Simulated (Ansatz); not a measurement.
W:

```
W
1.0
    -1.58234    1.58234    1.58234
     1.58234   -1.58234    1.58234
     1.58234    1.58234   -1.58234
W
1
Direct
  0.00000 0.00000 0.00000
```

Base run:

| Quantity | Value |
| --- | --- |
| Program | Ansatz 0.2.0 |
| Functional | LDA |
| Potentials or basis | all-electron LAPW, scalar-relativistic |
| Cutoff | 286 eV (chosen from the basis error) |
| Basis error allowed | 0.001 eV/atom |
| k mesh | 12 × 12 × 12 |
| Occupations | gaussian, width 0.05 eV |
| Spin | no spin polarisation |

Its results: band gap on the k mesh none (metal or under the smearing width); pressure -9.0 GPa.

Task: The run is repeated on the same cell with these changes: functional from LDA to PBE; occupations from gaussian, width 0.05 eV to gaussian, width 0.014 eV. What comes out?

Result: Band gap on the k mesh none (metal or under the smearing width); pressure 6.1 GPa.
